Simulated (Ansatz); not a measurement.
# Relativistic treatment of Yb

```
Yb
1.0
     3.87990    0.00000    0.00000
    -1.93995    3.36009    0.00000
     0.00000    0.00000    6.38590
Yb
2
Direct
  0.33333 0.66667 0.25000
  0.66667 0.33333 0.75000
```

Atom numbers follow the list: Yb1, Yb2.

The conventional cell has a = 3.880 Å, b = 3.880 Å, c = 6.386 Å, α = 90.00°, β = 90.00°, γ = 120.00°. Yb (atom 1) has 12 Yb at 3.88 to 3.90 Å as nearest neighbours.

The cell is COD entry 1540221, as deposited and not checked against the literature; nothing was relaxed.

Semilocal functionals without a Hubbard term describe localised f shells poorly; where the shell is localised, the real material differs.

One fixed cell is solved with PBE by PAW with the default files in Ansatz 0.2.0 under different relativistic treatments. Pressure is positive in compression.

Settings: a Γ-centred 11×11×6 k mesh, Fermi–Dirac smearing of 0.03 eV, cutoff 420 eV, no spin polarisation.

Q: Order the settings by the pressure that they give at this fixed cell, lowest first.
A. scalar-relativistic
B. with spin–orbit coupling

A: B (-2.86 GPa), A (-2.16 GPa).

```json
{"setting": "scalar-relativistic", "P (GPa)": "-2.16", "lowest level at Γ above −25 eV, from the valence-band top or, without a gap, the Fermi level (eV)": "-24.21"}
{"setting": "with spin–orbit coupling", "P (GPa)": "-2.86", "lowest level at Γ above −25 eV, from the valence-band top or, without a gap, the Fermi level (eV)": "-22.72"}
```
